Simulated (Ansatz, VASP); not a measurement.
Two plane-wave programs on Y

```xyz
1
Lattice="-2.0338 2.0338 2.0338 2.0338 -2.0338 2.0338 2.0338 2.0338 -2.0338" Properties=species:S:1:pos:R:3 pbc="T T T"
Y     0.0000    0.0000    0.0000
```

The cell was built by a generator and needn't be a form met in nature.

Alike in both runs: functional r2SCAN; k mesh 7 × 7 × 7; no spin polarisation.

Ansatz relaxed the structure, and its values are those at the end. VASP's run is a single point on that final structure, the one shown.

```csv
,VASP,Ansatz
version,VASP 6.6.1,Ansatz 0.2.0
potentials or method,"VASP PAW PBE potentials, release 64 (Y_sv)",PAW plane waves
plane-wave cutoff (eV),520,500
occupations,"fermi-dirac, width 0.1 eV",fermi-dirac
valence electrons in the cell,11,11
```

```csv
,VASP,Ansatz,Ansatz less VASP
gap on the k mesh at the Fermi level (eV),none,none,-
pressure (GPa),0.1,0.0,-0.09
```

A gap of «none» marks a metal or a gap that the smearing closes.

Caveats: the PAW data sets were made with another functional, which shifts forces and pressure a little (VASP).
